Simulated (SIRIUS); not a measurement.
In, 3 atoms in the cell. The cell holds a slab with vacuum, 3 atoms: a = 3.335 Å, b = 3.335 Å, c = 20.509 Å, α = 90.00°, β = 90.00°, γ = 120.00°. The slab is cut from a database's or a generator's crystal, which needn't be the stable form of the element.

| Quantity | Value |
| --- | --- |
| Program | SIRIUS 7.10.0 |
| Task | single point |
| Functional | PBEsol |
| Potentials or basis | PseudoDojo 0.4.1 PBE standard (scalar relativistic) |
| Cutoff | 960 eV |
| Density cutoff | 3840 eV |
| k mesh | 5 × 5 × 1 |
| Occupations | fermi-dirac, width 0.05 eV |
| Spin | no spin polarisation |
| Libxc names | ["XC_GGA_X_PBE_SOL", "XC_GGA_C_PBE_SOL"] |
| Energy tol | 1e-08 Ha |
| Density tol | 1e-06 |
| Mixer | anderson |
| Mixing beta | 0.7 |
| Max scf | 100 |
| Radial cutoff for the potentials' integrals | 6.5 bohr |

Potentials or basis: PseudoDojo 0.4.1 PBE standard (scalar relativistic).

Launch:

```sh
$ upf_to_json In.upf
$ OMP_NUM_THREADS=1 sirius.scf --input=sirius.json --output=out.json --task=0
```

Hardware: 1 thread of Arm Neoverse V2, with other jobs on the host.

Q: How long does it take, and how much memory?

A: It took 100 s on 1 thread of Arm Neoverse V2, on a shared host, peak memory 0.47 GiB. Counts: scf iterations 15, k points 5, plane waves 13441, bands 29.
